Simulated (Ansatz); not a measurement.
The system is GaAs.

```
Ga As
1.0
     3.60640    0.00000    0.00000
    -1.80320    3.12324    0.00000
     0.00000    0.00000    3.57319
Ga As
1 1
Direct
  0.33333 0.66667 0.50000
  0.00000 0.00000 0.00000
```

The cell was built by a generator and needn't be a form met in nature.

| Quantity | Value |
| --- | --- |
| Program | Ansatz 0.2.0 |
| Task | relaxation of cell and atoms |
| Functional | HSE03 |
| Potentials or basis | Ansatz PAW |
| Cutoff | 420 eV (not typed: the program's choice for these potentials) |
| k mesh | 5 × 5 × 4 |
| Occupations | fermi-dirac, width 0.05 eV |
| Spin | no spin polarisation |

At the start: volume 20.12 Å³/atom.

**Question.** How do energy, volume and symmetry change on relaxing?

**Answer.** It ends after 10 steps and the volume is 20.57 Å³/atom (+2.2 %); space group P-6m2 (No. 187, to 0.05 Å).

The path:
```csv
step,energy change (eV),largest force (eV/Å),volume (Å³)
1,0.0000,0.0000,40.25
2,-0.0899,0.0000,39.07
3,-0.1899,0.0000,39.51
4,-0.3256,0.0000,39.33
5,-0.3342,0.0000,40.71
6,-0.3480,0.0000,41.25
7,-0.3484,0.0000,41.10
8,-0.3496,0.0000,41.10
9,-0.3496,0.0000,41.15
10,-0.3497,0.0000,41.15
```

Final structure:
```yaml
crystal:
  lattice:
    - [3.95358, 0.00000, 0.00000]
    - [-1.97679, 3.42390, 0.00000]
    - [0.00000, 0.00000, 3.03971]
  atoms:
    - { symbol: Ga, position: [0.33333, 0.66667, 0.50000] }
    - { symbol: As, position: [0.00000, 0.00000, 0.00000] }
```

Caveat: the k mesh is coarse (spacing up to 0.44 Å⁻¹), so the values aren't converged, least of all with exact exchange; the plane-wave basis is chosen anew once the cell has moved, so the energies of steps on either side of that aren't comparable; the PAW data sets come from PBE, with cores solved anew for the run's functional, which leaves a small shift of forces and pressure.
